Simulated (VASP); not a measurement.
Sb under changes of volume

One of the cells (26.024 Å³/atom); the others are scaled copies at fixed shape and fractional positions:

```xyz
1
Lattice="0.0000 2.3521 2.3521 2.3521 0.0000 2.3521 2.3521 2.3521 0.0000" Properties=species:S:1:pos:R:3 pbc="T T T"
Sb    0.0000    0.0000    0.0000
```

This isn't the form of Sb at room conditions, which is rhombohedral.

```yaml
Program: VASP 6.6.1
Functional: LDA
Potentials_or_basis: VASP PAW LDA potentials, release 64 (Sb)
Cutoff: 520 eV
k_mesh: 8 × 8 × 8
Occupations: fermi-dirac, width 0.05 eV
Spin: no spin polarisation
```

```csv
volume (Å³/atom),energy over the lowest point (meV/atom),pressure (GPa)
24.983,?,?
25.504,2.91,1.5
26.024,0.00,0.0
26.545,1.84,-1.4
27.065,7.97,-2.6
```

Question: What does the run at 24.983 Å³/atom give?

Answer: Energy over the lowest point 11.02 meV/atom; pressure 3.2 GPa.

Worked out: A Birch-Murnaghan fit of order 2 (a polynomial in V^(-2/3)) to the other rows has its minimum at 26.07 Å³/atom with B0 = V·E''(V) = 72 GPa. It gives 11.08 meV/atom at 24.983 Å³/atom, against the run's 11.02, and -dE/dV = 3.4 GPa, against 3.2.

Energies are extrapolated to zero smearing.
